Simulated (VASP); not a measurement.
# MgS (F-43m) in VASP: further runs

The runs below take MgS through single point, with LDA.

Program: VASP 6.6.1. These are calculated values, not measurements. Logs are shortened: lines on timing, memory, paths and dates and some standing lists are left out, and cuts for length are marked.

### Step 1. The structure

Symmetry: F-43m, No. 216, cubic system. Conventional cell: a = 5.666 Å, b = 5.666 Å, c = 5.666 Å, α = 90.00°, β = 90.00°, γ = 90.00°. S (site symmetry -43m) has 4 Mg at 2.45 Å as nearest neighbours. Mg (site symmetry -43m) is surrounded by 4 S at 2.45 Å.

The cell comes from a database or a generator and needn't be the stable form of this composition.

### Step 2. Single point, LDA

Input file INCAR:

```
PREC = Accurate ; ENCUT = 450
EDIFF = 1E-5 ; ISMEAR = 0
SIGMA = 0.05 ; LREAL = False
LASPH = True ; NELM = 100
ALGO = Normal ; ISIF = 2
LWAVE = False ; LCHARG = False
ADDGRID = False
```

Input file KPOINTS:

```
Automatic mesh
0
Gamma
  5 5 5
```

Input file POSCAR:

```
MgS
1.0
    0.0000000000      2.8331200468      2.8331200468
    2.8331200468      0.0000000000      2.8331200468
    2.8331200468      2.8331200468      0.0000000000
S Mg
1 1
Direct
    0.2500000000      0.2500000000      0.2500000000
    0.0000000000      0.0000000000      0.0000000000
```

Potentials or basis: VASP PAW LDA potentials, release 64 (S, Mg).

Command:

```console
cat potpaw_LDA.64/S/POTCAR potpaw_LDA.64/Mg/POTCAR > POTCAR
mpirun -np 1 vasp_std > vasp.out
```

OUTCAR:

```text
PREC = Accurate
   ENCUT = 450
   EDIFF = 1E-5
   ISMEAR = 0
   LREAL = False
   LASPH = True
   NELM = 100
   ISIF = 2

 Found     10 irreducible k-points:

 Following reciprocal coordinates:
            Coordinates               Weight
  0.000000  0.000000  0.000000      1.000000
  0.200000  0.000000  0.000000      8.000000
  0.400000  0.000000  0.000000      8.000000
  0.200000  0.200000  0.000000      6.000000
  0.400000  0.200000  0.000000     24.000000
 -0.400000  0.200000  0.000000     24.000000
   k-points           NKPTS =     10   k-points in BZ     NKDIM =     10   number of bands    NBANDS=      8
   number of dos      NEDOS =    301   number of ions     NIONS =      2
   total plane-waves  NPLWV =  21952
   dimension x,y,z NGX =    28 NGY =   28 NGZ =   28
   dimension x,y,z NGXF=    56 NGYF=   56 NGZF=   56
   ions per type =               1   1
   NGX,Y,Z   is equivalent  to a cutoff of  11.62, 11.62, 11.62 a.u.
   NGXF,Y,Z  is equivalent  to a cutoff of  23.24, 23.24, 23.24 a.u.
 SYSTEM =  unknown system
   PREC   = accura    normal or accurate (medium, high low for compatibility)
   ISTART =      0    job   : 0-new  1-cont  2-samecut
   ICHARG =      2    charge: 1-file 2-atom 10-const
   ISPIN  =      1    spin polarized calculation?
   LNONCOLLINEAR =      F non collinear calculations
   LSORBIT =      F    spin-orbit coupling
   LASPH  =      T    aspherical Exc in radial PAW
   ENCUT  =  450.0 eV  33.07 Ry    5.75 a.u.   6.93  6.93  6.93*2*pi/ulx,y,z
   NELM   =    100;   NELMIN=  2; NELMDL= -5     # of ELM steps
   EDIFF  = 0.1E-04   stopping-criterion for ELM
   LREAL  =      F    real-space projection
   EDIFFG = 0.1E-03   stopping-criterion for IOM
   NSW    =      0    number of steps for IOM
   IBRION =     -1    ionic relax: 0-MD 1-quasi-New 2-CG
   NFREE  =      0    steps in history (QN), initial steepest desc. (CG)
   ISIF   =      2    stress and relaxation
   ISYM   =      2    0-nonsym 1-usesym 2-fastsym
   POTIM  = 0.5000    time-step for ionic-motion
   TEBEG  =    0.0;   TEEND  =   0.0 temperature during run
   PSTRESS=    0.0 pullay stress
   NELECT =       8.0000    total number of electrons
   NUPDOWN=      -1.0000    fix difference up-down
   EMIN   =  10.00;   EMAX   =-10.00  energy-range for DOS
   EFERMI =   0.00;   METHOD = LEGACY
   ISMEAR =     0;   SIGMA  =   0.05  broadening in eV -4-tet -1-fermi 0-gaus
   EFERMI_NEDOS =   21; number of points for ismear=-14 and -15
   IALGO  =     38    algorithm
   IMIX   =      4    mixing-type and parameters
     AMIX     =   0.40;   BMIX     =  1.00
     AMIX_MAG =   1.60;   BMIX_MAG =  1.00
  volume/ion in A,a.u.               =      22.74       153.46
  Fermi-wavevector in a.u.,A,eV,Ry     =   0.917269  1.733386 11.447692  0.841382
  Thomas-Fermi vector in A             =   2.042218
   LORBIT       =      0    0 simple, 1 ext, 2 COOP (PROOUT), +10 PAW based schemes
   GGA     = CA    functional components
   LHFCALC =     F    Hartree Fock is set to
   AEXX    =    0.0000 exact exchange contribution
   IVDW    =     0    specifies the selected vdW correction
   LEPSILON=     F    determine dielectric tensor
   LRPA    =     F    only Hartree local field effects (RPA)
 non-spin polarized calculation
 Gauss-broadening in eV      SIGMA  =   0.05
  energy-cutoff  :      450.00
  volume of cell :       45.48
 maximum number of plane-waves:       990
   NGX = 13   NGY = 13   NGZ = 13

 number of electron       8.0000001 magnetization

 Free energy of the ion-electron system (eV)
  ---------------------------------------------------
  ext. energy  EPLUGINS =         0.00000000
  ---------------------------------------------------
  free energy    TOTEN  =        -9.37467907 eV

  energy without entropy =       -9.37467907  energy(sigma->0) =       -9.37467907

 E-fermi :   1.1516     XC(G=0):  -8.7519

 val. band max:        0.8831355998   @ k =   0.0000   0.0000   0.0000
 cond. band min:       4.0638561577   @ k =   0.0000   0.0000   0.0000
 fundamental gap:      3.1807205580
 Fermi energy:         1.1515544207

 k-point     1 :       0.0000    0.0000    0.0000
  band No.  band energies     occupation
      1     -10.3474      2.00000
      2       0.8831      2.00000
      3       0.8831      2.00000
      4       0.8831      2.00000
      5       4.0639      0.00000
      6       8.6410      0.00000
      7       8.6410      0.00000
      8       8.6410      0.00000

 k-point     2 :       0.2000    0.0000    0.0000
  band No.  band energies     occupation
      1     -10.1310      2.00000
      2      -0.5537      2.00000
      3       0.7579      2.00000
      4       0.7579      2.00000
      5       5.3350      0.00000
      6       8.3672      0.00000
      7       8.9160      0.00000
      8       8.9160      0.00000

 k-point     3 :       0.4000    0.0000    0.0000
  band No.  band energies     occupation
      1      -9.7269      2.00000
      2      -2.0920      2.00000
      3       0.5778      2.00000
      4       0.5778      2.00000
      5       5.7664      0.00000
      6       8.4482      0.00000
      7       8.4482      0.00000
      8       9.0950      0.00000

 k-point     4 :       0.2000    0.2000    0.0000
  band No.  band energies     occupation
      1     -10.0595      2.00000
      2      -0.5011      2.00000
      3       0.4661      2.00000
      4       0.4661      2.00000
      5       5.7123      0.00000
      6       7.5081      0.00000
      7       9.1914      0.00000
      8       9.6649      0.00000

 k-point     5 :       0.4000    0.2000    0.0000
  band No.  band energies     occupation
      1      -9.7117      2.00000
      2      -1.6136      2.00000
      3       0.0185      2.00000
      4       0.2503      2.00000
      5       6.0914      0.00000
      6       7.5865      0.00000
      7       8.5913      0.00000
      8       9.7573      0.00000

 k-point     6 :      -0.4000    0.2000    0.0000
  band No.  band energies     occupation
      1      -9.5590      2.00000
      2      -1.9875      2.00000
      3      -0.4310      2.00000
      4       0.3723      2.00000
      5       6.5069      0.00000
      6       7.4668      0.00000
      7       9.2416      0.00000
      8       9.5432      0.00000

 [... further k-points ...]

------------------------ aborting loop because EDIFF is reached ----------------------------------------

  FORCE on cell =-STRESS in cart. coord.  units (eV):
  Direction    XX          YY          ZZ          XY          YZ          ZX
  --------------------------------------------------------------------------------------
  -------------------------------------------------------------------------------------
  Total       -0.7160010     -0.7160010     -0.7160010      0.0000000     -0.0000000      0.0000000
  in kB      -25.2231463    -25.2231463    -25.2231463      0.0000000     -0.0000000      0.0000000
  external PRESSURE =     -25.2231463 kB  Pullay stress =       0.0000000 kB

 VOLUME and BASIS-vectors are now :
 -----------------------------------------------------------------------------
  energy-cutoff  :      450.00
  volume of cell :       45.48
      direct lattice vectors                 reciprocal lattice vectors
     0.000000000  2.833120047  2.833120047    -0.176483874  0.176483874  0.176483874
     2.833120047  0.000000000  2.833120047     0.176483874 -0.176483874  0.176483874
     2.833120047  2.833120047  0.000000000     0.176483874  0.176483874 -0.176483874

 POSITION                                       TOTAL-FORCE (eV/Angst)
 -----------------------------------------------------------------------------------
      1.41656      1.41656      1.41656         0.000000     -0.000000     -0.000000
      0.00000      0.00000      0.00000        -0.000000      0.000000      0.000000
 -----------------------------------------------------------------------------------
    total drift:                                0.000000      0.000000      0.000000

  FREE ENERGIE OF THE ION-ELECTRON SYSTEM (eV)
  ---------------------------------------------------
  free  energy   TOTEN  =        -9.3746790664 eV

  energy  without entropy=       -9.3746790664  energy(sigma->0) =       -9.37467907
```

Run time: 2.4 s. Hardware: 1 thread of Intel Xeon Platinum 8488C (Sapphire Rapids), shared host; peak memory 0.13 GiB.

These settings aren't checked as converged: the numbers below hold their error.

What came out:

```yaml
Free_energy: -9.3747 eV
Pressure: -2.5 GPa
Band_gap_on_the_k_mesh: 3.18 eV, direct
```

### Step 3. Single point, LDA

INCAR is that of step 2.

KPOINTS is that of step 2.

Input file POSCAR:

```
MgS
1.0
    0.0000000000      2.8331200468      2.8331200468
    2.8331200468      0.0000000000      2.8331200468
    2.8331200468      2.8331200468      0.0000000000
S Mg
1 1
Direct
    0.2346630000      0.2748010000      0.2357280000
   -0.0216520000      0.0237760000     -0.0317750000
```

Potentials or basis: VASP PAW LDA potentials, release 64 (S, Mg).

Command:

```console
cat potpaw_LDA.64/S/POTCAR potpaw_LDA.64/Mg/POTCAR > POTCAR
mpirun -np 1 vasp_std > vasp.out
```

Run time: 9.3 s. Hardware: 1 thread of Intel Xeon Platinum 8488C (Sapphire Rapids), shared host; peak memory 0.14 GiB.

These settings aren't checked as converged: the numbers below hold their error.

Results:

```
Free energy            : -9.3554 eV
Pressure               : -2.3 GPa
Largest force          : 0.429 eV/Å
Band gap on the k mesh : 3.06 eV, direct
```

### Step 4. Single point, LDA

Input file INCAR:

```
PREC = Accurate ; ENCUT = 450
EDIFF = 1E-6 ; ISMEAR = 0
SIGMA = 0.05 ; LREAL = False
LASPH = True ; NELM = 100
ALGO = Normal ; ISIF = 2
LWAVE = False ; LCHARG = False
ADDGRID = True
```

KPOINTS is that of step 3.

Input file POSCAR:

```
MgS
1.0
    0.0000000000      2.8331200468      2.8331200468
    2.8331200468      0.0000000000      2.8331200468
    2.8331200468      2.8331200468      0.0000000000
S Mg
1 1
Direct
    0.2500000000      0.2500000000      0.2500000000
    0.0000000000      0.0000000000      0.0000000000
```

Command:

```console
cat potpaw_LDA.64/S/POTCAR potpaw_LDA.64/Mg/POTCAR > POTCAR
mpirun -np 1 vasp_std > vasp.out
```

Run time: 6.5 s. Hardware: 1 thread of Intel Xeon Platinum 8488C (Sapphire Rapids), shared host; peak memory 0.2 GiB.

These settings aren't checked as converged: the numbers below hold their error.

What came out:

```
Free energy            : -9.3747 eV
Pressure               : -2.5 GPa
Band gap on the k mesh : 3.18 eV, direct
```

### Step 5. Single point, LDA

INCAR is that of step 4.

KPOINTS is that of step 4.

Input file POSCAR:

```
MgS
1.0
    0.0000000000      2.8331200468      2.8331200468
    2.8331200468      0.0000000000      2.8331200468
    2.8331200468      2.8331200468      0.0000000000
S Mg
1 1
Direct
    0.2346630000      0.2748010000      0.2357280000
   -0.0216520000      0.0237760000     -0.0317750000
```

Command:

```console
cat potpaw_LDA.64/S/POTCAR potpaw_LDA.64/Mg/POTCAR > POTCAR
mpirun -np 1 vasp_std > vasp.out
```

Wall time 14 s (1 thread of Intel Xeon Platinum 8488C (Sapphire Rapids), shared host); peak memory 0.21 GiB.

These settings aren't checked as converged: the numbers below hold their error.

What came out:

- Free energy: -9.3554 eV
- Pressure: -2.3 GPa
- Largest force: 0.429 eV/Å
- Band gap on the k mesh: 3.06 eV, direct

### Step 6. For comparison

An earlier run on the cell as given: functional PBEsol; potentials or basis VASP PAW PBE potentials, release 64 (S, Mg); cutoff 520 eV; k mesh 8 × 8 × 8; occupations fermi-dirac, width 0.05 eV; no spin polarisation.

- Pressure: -0.5 GPa
- Band gap on the k mesh: 3.29 eV, direct
